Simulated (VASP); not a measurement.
The system is BN.

```
N B
1.0
     0.00000    1.81300    1.81300
     1.81300    0.00000    1.81300
     1.81300    1.81300    0.00000
N B
1 1
Direct
  0.25000 0.25000 0.25000
  0.00000 0.00000 0.00000
```

The cell is a database's computed one.

| Item | Value |
| --- | --- |
| Program | VASP 6.6.1 |
| Task | relaxation of cell and atoms |
| Functional | PBE |
| Dispersion | TS |
| Potentials or basis | VASP PAW PBE potentials, release 64 (N, B) |
| Cutoff | 600 eV |
| k mesh | 13 × 13 × 13 |
| Occupations | fermi-dirac, width 0.05 eV |
| Spin | no spin polarisation |

At the start: pressure -7.4 GPa; volume 5.96 Å³/atom.

Task: Where does the relaxation end?

Result: Over 3 steps the energy falls by 2.7 meV/atom and the volume is 5.84 Å³/atom (-1.9 %); space group F-43m (No. 216, to 0.05 Å).

The path:
| step | energy change (eV) | largest force (eV/Å) | pressure (GPa) | volume (Å³) |
| --- | --- | --- | --- | --- |
| 1 | 0.0000 | 0.0000 | -7.37 | 11.92 |
| 2 | 0.0002 | 0.0000 | 7.74 | 11.45 |
| 3 | -0.0054 | 0.0000 | -0.22 | 11.69 |

Final structure:
```
CELL_PARAMETERS angstrom
0.00000 1.80119 1.80119
1.80119 0.00000 1.80119
1.80119 1.80119 0.00000
ATOMIC_POSITIONS crystal
N 0.25000 0.25000 0.25000
B 0.00000 0.00000 0.00000
```
